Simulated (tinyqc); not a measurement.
Inside a calculation. Method: Pariser-Parr-Pople SCF with singles CI, for the molecule N=C(N)O (SMILES; centres numbered as the heavy atoms are written). One step of it, computed by the program tinyqc.

Problem. Singles CI, singlets. Over the 3 single excitations with the smallest orbital gaps: A = (e_a - e_i) delta + 2 (ia|jb) - (ij|ab), with (pq|rs) = sum c_mp c_mq gamma_mn c_nr c_ns. f = 2/3 w |mu|^2 in atomic units, mu = sqrt2 sum c_ia sum_m c_mi c_ma R_m.

orbital energies (eV): -15.458271  -11.920335  -9.942051  1.316795

coefficients:
```
         MO1        MO2        MO3        MO4
1N  0.317402  -0.324517   0.740921  -0.494955
2C  0.587378  -0.252074   0.142785   0.755684
3N  0.358597  -0.579832  -0.641957  -0.350849
4O  0.652419   0.703521  -0.136163  -0.246711
```

repulsion gamma_rs (eV), lower triangle:
```
           1N         2C         3N         4O
1N  12.300000
2C   7.730373  11.130000
3N   5.499728   8.283102  16.800000
4O   5.602961   8.700754   5.672336  21.500000
```

Centres (angstrom, eV; a flat drawing with bonds scaled to 1.40 angstrom):
```
centre          x          y  core charge z          W   gamma_rr
1N      -1.212000   0.700000              1  14.100000  12.300000
2C       0.000000   0.000000              1  11.160000  11.130000
3N       1.212000   0.700000              2  25.600000  16.800000
4O       0.000000  -1.400000              2  33.000000  21.500000
```

Give: singlet CI matrix; singlet excitation energies; oscillator strengths.

Solution.

singlet CI matrix (eV), lower triangle:
```
        3>4    2>4    1>4
3>4   5.876
2>4  -0.046  7.080
1>4   0.058  0.062  9.505
```

singlet excitation energies (eV): 5.873  7.081  9.507

oscillator strengths: 0.547  0.313  0.007
